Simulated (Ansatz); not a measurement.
**Relaxing BN**

All numbers below come from DFT PBE, scalar-relativistic, plane waves, PAW in Ansatz 0.2.0. Cutoff 420 eV, Γ-centred k mesh, Gaussian smearing, no spin polarisation in the final step.

BN was placed on the AuCd (B19) structure type (Pmma, No. 51), with B in place of Cd, N in place of Au, at a guessed volume.

```xyz
4
Lattice="3.7901 0.0000 0.0000 0.0000 2.5081 0.0000 0.0000 0.0000 3.8697" Properties=species:S:1:pos:R:3 pbc="T T T"
B     2.8426    0.0000    2.6585
B     0.9475    0.0000    1.2112
N     2.8426    1.2541    0.7275
N     0.9475    1.2541    3.1422
```

Cell and atoms relax at zero pressure; the relaxation can't lower the symmetry of the start. After a coarse first stage the cell is made exact in the group found at 0.06 Å.

Formation energies are uncorrected and refer to the elements' standard structures at the same level (N₂ as a molecule).

Problem. Which crystal results?

Solution. It ends in Cmmm (No. 65). Conventional cell: a = 5.963 Å, b = 6.215 Å, c = 2.622 Å. Around B lie 2 N at 1.31 Å; around N lie 2 B at 1.31 Å.

```cif
data_structure
_symmetry_space_group_name_H-M 'Cmmm'
_symmetry_Int_Tables_number 65
_cell_length_a 5.9635
_cell_length_b 6.2145
_cell_length_c 2.6222
_cell_angle_alpha 90.000
_cell_angle_beta 90.000
_cell_angle_gamma 90.000
_cell_volume 97.18
loop_
_atom_site_label
_atom_site_type_symbol
_atom_site_symmetry_multiplicity
_atom_site_Wyckoff_symbol
_atom_site_fract_x
_atom_site_fract_y
_atom_site_fract_z
_atom_site_occupancy
B1 B 2 b 0.50000 0.00000 0.00000 1
N1 N 2 c 0.50000 0.00000 0.50000 1
```

Problem. What are its volume, energy, density and gap?

Solution. The volume per atom is 24.3 Å³. The density is 0.8 g/cm³. The energy over the elements is -0.438 eV/atom. The gap on the 6×6×8 mesh is 3.46 eV.

The final run used a 6×6×8 mesh on its 2-atom cell and 0.02 eV smearing. Weakly bound directions are ill-defined at this level, which has no dispersion term. A structure relaxed within its symmetry needn't be a true minimum. The steps took about 100 core-seconds in all.

Cost: 4 runs of about 1.7 core-minutes in all, on Arm Neoverse V1 (shared hosts).